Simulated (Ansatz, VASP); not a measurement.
GaP in VASP and in Ansatz

INCAR

```
SYSTEM = GaP
PREC = Accurate
ENCUT = 520
EDIFF = 1E-6
ISMEAR = 0
SIGMA = 0.01
LREAL = .False.
LASPH = .True.
NELM = 100
ALGO = Normal
ISIF = 2
LWAVE = .False.
LCHARG = .False.
GGA = PE
NBANDS = 16
```

The input KPOINTS:

```
regular mesh
0
Gamma
  8 8 8
  0 0 0
```

File POSCAR:

```
GaP
1.0
    0.0000000000      2.7253992965      2.7253992965
    2.7253992965      0.0000000000      2.7253992965
    2.7253992965      2.7253992965      0.0000000000
Ga P
1 1
Direct
    0.0000000000      0.0000000000      0.0000000000
    0.2500000000      0.2500000000      0.2500000000
```

Input for Ansatz:

```yaml
crystal:
  lattice:
    - [0.0, 2.7253992965, 2.7253992965]
    - [2.7253992965, 0.0, 2.7253992965]
    - [2.7253992965, 2.7253992965, 0.0]
  atoms:
    - { symbol: Ga, position: [0.0, 0.0, 0.0] }
    - { symbol: P, position: [0.25, 0.25, 0.25] }
kpoints:
  mp_grid: { grid: [8, 8, 8] }
  band_path:
    path:
      - [0.0, 0.0, 0.0]
      - [-0.5, -0.5, 0.0]
      - [-0.375, -0.375, 0.25]
      - [-0.375, 0.0, 0.375]
      - [0.0, 0.0, 0.5]
      - [-0.5, -0.25, 0.25]
      - [0.0, 0.424479, 0.424479]
    npoints: 1
hamiltonian:
  xc: pbe
scf:
  occupations: { method: fixed }
  n_extra_bands: 4
output:
  forces: true
  stress: true
  eigenvalues: true
```

Alike in both runs: task single point; functional PBE; k mesh 8 × 8 × 8; no spin polarisation.

|  | VASP | Ansatz |
| --- | --- | --- |
| version | VASP 6.6.1 | Ansatz 0.2.0 |
| potentials or method | VASP PAW PBE potentials, release 64 (Ga_d, P) | plane waves, PAW |
| plane-wave cutoff (eV) | 520 | 420 |
| occupations | gaussian, width 0.01 eV | fixed |
| valence electrons in the cell | 18 | 18 |

Ansatz gave:

- gap on the k mesh at the Fermi level (eV): 1.64
- pressure (GPa): 2.5

Task: Which values does VASP return?

Result: gap on the k mesh at the Fermi level (eV): 1.64; pressure (GPa): 2.4.

A k mesh can miss the band edges. PBE gaps usually lie below the measured ones, often by a third to a half.
